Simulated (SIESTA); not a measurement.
# A self-consistent single point of LiI (I4mm, 2 atoms in the cell) with SIESTA

Level of theory: GGA PBE, numerical atomic orbitals TZP, PseudoDojo PBE standard norm-conserving potentials (rewritten from UPF to PSML) run with SIESTA.

The input file:

```
# files in the folder: Li.psml I.psml (PseudoDojo PBE standard)
SystemName  LiI
SystemLabel siesta

NumberOfAtoms                2
NumberOfSpecies              2
%block ChemicalSpeciesLabel
  1 3 Li
  2 53 I
%endblock ChemicalSpeciesLabel
LatticeConstant              4.278067 Ang
%block LatticeVectors
     0.000000000    0.707106738    0.707106738
     0.707106738    0.000000000    0.707106738
     0.707106738    0.707106738    0.000000000
%endblock LatticeVectors
AtomicCoordinatesFormat      Ang
%block AtomicCoordinatesAndAtomicSpecies
    -0.000000000   -0.000000000    0.049998026  1
     3.025050000    3.025050000    3.025050000  2
%endblock AtomicCoordinatesAndAtomicSpecies

XC.functional                GGA
XC.authors                   PBE
PAO.BasisSize                TZP
PAO.EnergyShift              0.01 Ry
PAO.Polarization.NonPerturbative true
MeshCutoff                   300 Ry
%block kgrid.MonkhorstPack
    6   0   0  0.0
    0   6   0  0.0
    0   0   6  0.0
%endblock kgrid.MonkhorstPack
OccupationFunction           FD
ElectronicTemperature        50.0 meV

MaxSCFIterations             150
SCF.Mixer.Method             Pulay
SCF.Mixer.Weight             0.25
SCF.Mixer.History            8
SCF.DM.Tolerance             1.0E-05
Diag.ParallelOverK           true
WriteForces                  true
```

Output (repeated stretches shortened):

```
reinit: Reading from file input.fdf

reinit: System Name: LiI
reinit: System Label: siesta

coor:   Atomic-coordinates input format  =     Cartesian coordinates
coor:                                          (in Angstroms)

siesta: Atomic coordinates (Bohr) and species
siesta:     -0.00000  -0.00000   0.09448  1        1
siesta:      5.71652   5.71652   5.71652  2        2

siesta: System type = bulk

initatomlists: Number of atoms, orbitals, and projectors:      2    24    40

siesta: ******************** Simulation parameters ****************************
redata: Spin configuration                          = none
redata: Time-Reversal Symmetry                      = T
redata: Number of Atomic Species                    =        2
redata: Mesh Cutoff                                 =   300.0000 Ry
redata: Net charge of the system                    =     0.0000 |e|
redata: Min. number of SCF Iter                     =        0
redata: Max. number of SCF Iter                     =      150
redata: SCF convergence failure will abort job
redata: SCF mix quantity                            = Hamiltonian
redata: Mix DM or H after convergence               =   F
redata: Recompute H after scf cycle                 =   F
redata: Mix DM in first SCF step                    =   T
redata: No kicks to SCF
redata: DM Mixing Weight for Kicks                  =     0.5000
redata: Require Harris convergence for SCF          =   F
redata: Harris energy tolerance for SCF             =     0.000100 eV
redata: Require DM convergence for SCF              =   T
redata: DM tolerance for SCF                        =     0.000010
redata: Require EDM convergence for SCF             =   F
redata: EDM tolerance for SCF                       =     0.001000 eV
redata: Require H convergence for SCF               =   T
redata: Hamiltonian tolerance for SCF               =     0.001000 eV
redata: Require (free) Energy convergence for SCF   =   F
redata: (free) Energy tolerance for SCF             =     0.000100 eV
redata: Using DFT-D3 dispersion                     =   F
redata: Using Saved Data (generic)                  =   F
redata: Method of Calculation                       = Diagonalization
redata: Electronic Temperature                      =   580.2259 K
redata: Number of TDED substeps                     =        3
redata: Dynamics option                             = Single-point calculation
redata: Save all siesta data in one NC              =   F
redata: ***********************************************************************

%block SCF.Mixers
  Pulay
%endblock SCF.Mixers

%block SCF.Mixer.Pulay
  # Mixing method
  method pulay
  variant stable

  # Mixing options
  weight 0.2500
  weight.linear 0.2500
  history 8
%endblock SCF.Mixer.Pulay

DM_history_depth set to one: no extrapolation allowed by default for geometry relaxation
Size of DM history Fstack: 1
Total number of electrons:    10.000000
Total ionic charge:    10.000000

* ProcessorY, Blocksize:    1  25

* Orbital distribution balance (max,min):    24    24

k-point displ. along   1 input, could be:     0.00    0.50
k-point displ. along   2 input, could be:     0.00    0.50
k-point displ. along   3 input, could be:     0.00    0.50
 Kpoints in:          144 . Kpoints trimmed:          132

siesta: k-grid: Number of k-points = 132
siesta: k-points from Monkhorst-Pack grid
siesta: k-cutoff (effective) =    12.834 Ang
siesta: k-point supercell and displacements
siesta: k-grid:     6     0     0      0.000
siesta: k-grid:     0     6     0      0.000
siesta: k-grid:     0     0     6      0.000

diag: Algorithm                                     = D&C
diag: Parallel over k                               =   F
diag: Use parallel 2D distribution                  =   F
diag: Parallel block-size                           = 25
diag: Parallel distribution                         =     1 x     1
diag: Used triangular part                          = Lower
diag: Absolute tolerance                            =  0.100E-15
diag: Orthogonalization factor                      =  0.100E-05
diag: Memory factor                                 =  1.0000

superc: Internal auxiliary supercell:     7 x     7 x     7  =     343
superc: Number of atoms, orbitals, and projectors:    686   8232  13720

                        Single-point calculation

superc: Internal auxiliary supercell:     7 x     7 x     7  =     343
superc: Number of atoms, orbitals, and projectors:    686   8232  13720

outcell: Unit cell vectors (Ang):
        0.000000    3.025050    3.025050
        3.025050    0.000000    3.025050
        3.025050    3.025050    0.000000

outcell: Cell vector modules (Ang)   :    4.278067    4.278067    4.278067
outcell: Cell angles (23,13,12) (deg):     60.0000     60.0000     60.0000
outcell: Cell volume (Ang**3)        :     55.3640
new_DM -- step:     1
Initializing Density Matrix...

Attempting to read DM from file... Failed...
DM filled with atomic data:

InitMesh: MESH = 40 x 40 x 40 = 64000
InitMesh: Mesh cutoff (required, used) =   300.000   362.425 Ry

stepf: Fermi-Dirac step function

        iscf     Eharris(eV)        E_KS(eV)     FreeEng(eV)     dDmax    Ef(eV) dHmax(eV)
   scf:    1     -550.264298     -549.337003     -549.337003  0.909575 -4.058021  0.893682
   scf:    2     -549.388399     -549.364207     -549.364207  0.019158 -4.099311  0.499104
   scf:    3     -549.386147     -549.377596     -549.377596  0.022493 -4.191578  0.151643
   scf:    4     -549.377830     -549.377721     -549.377721  0.008898 -4.309420  0.010343
   scf:    5     -549.377722     -549.377723     -549.377723  0.000702 -4.309416  0.005060
   scf:    6     -549.377726     -549.377725     -549.377725  0.000447 -4.307868  0.001069
   scf:    7     -549.377725     -549.377725     -549.377725  0.000141 -4.307426  0.000101
   scf:    8     -549.377725     -549.377725     -549.377725  0.000008 -4.307439  0.000046

SCF Convergence by DM+H criterion
max |DM_out - DM_in|         :     0.0000080322
max |H_out - H_in|      (eV) :     0.0000455421
SCF cycle converged after 8 iterations

Using DM_out to compute the final energy and forces

siesta: E_KS(eV) =             -549.3777

siesta: E_KS - E_eggbox =      -549.3777

siesta: Atomic forces (eV/Ang):
     1    0.000011    0.000011   -0.026882
     2   -0.000010   -0.000010    0.026165
   Tot    0.000001    0.000001   -0.000717
   Max    0.026882
   Res    0.015315    sqrt( Sum f_i^2 / 3N )
   Max    0.026882    constrained

Stress tensor Voigt[x,y,z,yz,xz,xy] (kbar):        3.79        3.79        3.40       -0.11       -0.11       -0.11
(Free)E + p*V (eV/cell)     -549.5041
Target enthalpy (eV/cell)     -549.3777

siesta: Program's energy decomposition (eV):
siesta: Ebs     =      -183.668211
siesta: Eions   =       732.030763
siesta: Ena     =       177.669360
siesta: Ekin    =       226.769364
siesta: Enl     =       -71.668048
siesta: Eso     =         0.000000
siesta: Edftu   =         0.000000
siesta: DEna    =         4.392435
siesta: DUscf   =         0.050554
siesta: DUext   =         0.000000
siesta: Ex      =      -141.414276
siesta: Ec      =       -13.146351
siesta: Exc     =      -154.560627
siesta: Eharris =      -549.377725
siesta: Etot    =      -549.377725
siesta: FreeEng =      -549.377725

siesta: Stress tensor (static) (eV/Ang**3):
siesta:     0.002363   -0.000072   -0.000072
siesta:    -0.000072    0.002363   -0.000072
siesta:    -0.000072   -0.000072    0.002120

siesta: Cell volume =         55.364027 Ang**3

siesta: Pressure (static):
siesta:                Solid            Molecule  Units
siesta:          -0.00002485         -0.00003003  Ry/Bohr**3
siesta:          -0.00228207         -0.00275679  eV/Ang**3
siesta:          -3.65627488         -4.41686364  kBar
```

The run converged in 8 iterations.

The starting cell has typed, rounded lattice constants, without a prior relaxation at this level. Its lattice was rescaled by up to half a per cent. One atom was moved a little off its site on purpose. Values carry the incompleteness of an atom-centred basis.
